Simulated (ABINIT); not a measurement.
# SnSe: single point with LDA

The system is SnSe.

```
CELL_PARAMETERS angstrom
0.00000 2.93707 2.93707
2.93707 0.00000 2.93707
2.93707 2.93707 0.00000
ATOMIC_POSITIONS crystal
Sn 0.00000 0.00000 0.00000
Se 0.50000 0.50000 0.50000
```

Measurements of this composition are mostly on another form, of space group No. 62.

The cell isn't the ideal one: cell relaxed.

```yaml
Program: ABINIT 10.8.3 (patched build)
Task: single point
Functional: LDA
Potentials_or_basis: HGH LDA
Cutoff: 735 eV
k_mesh: 6 × 6 × 6
Occupations: fermi-dirac, width 0.05 eV
Spin: no spin polarisation
```

```yaml
Pressure: -0.2 GPa
Band_gap_on_the_k_mesh: 0.93 eV, direct
Valence_electrons_inside_the_program's_atomic_spheres: Sn 1.03; Se 3.28
```

Levels at points of the mesh, in eV from the valence-band top:
| k point | band 1 | band 2 | band 3 | band 4 | band 5 | band 6 | band 7 | band 8 | band 9 |
| --- | --- | --- | --- | --- | --- | --- | --- | --- | --- |
| (0.00, 0.00, 0.00) | -14.28 | -4.85 | -2.21 | -2.21 | -2.21 | 4.66 | 4.66 | 4.66 | 5.93 |
| (0.50, 0.00, 0.00) | -13.18 | -8.39 | -2.00 | -2.00 | 0.00 | 0.93 | 1.27 | 1.27 | 8.52 |
| (0.50, 0.50, 0.00) | -12.90 | -6.04 | -5.86 | -3.83 | -3.83 | 2.89 | 5.83 | 5.83 | 6.52 |

Wall time 6.7 s on 1 thread of Arm Neoverse V2, on a shared host, peak memory 0.07 GiB.

Caveat: spin-orbit coupling is left out, which moves the levels of the heavy elements; HGH potentials are hard and often keep d shells in the core, so these values are rough. A k mesh can miss the band edges.
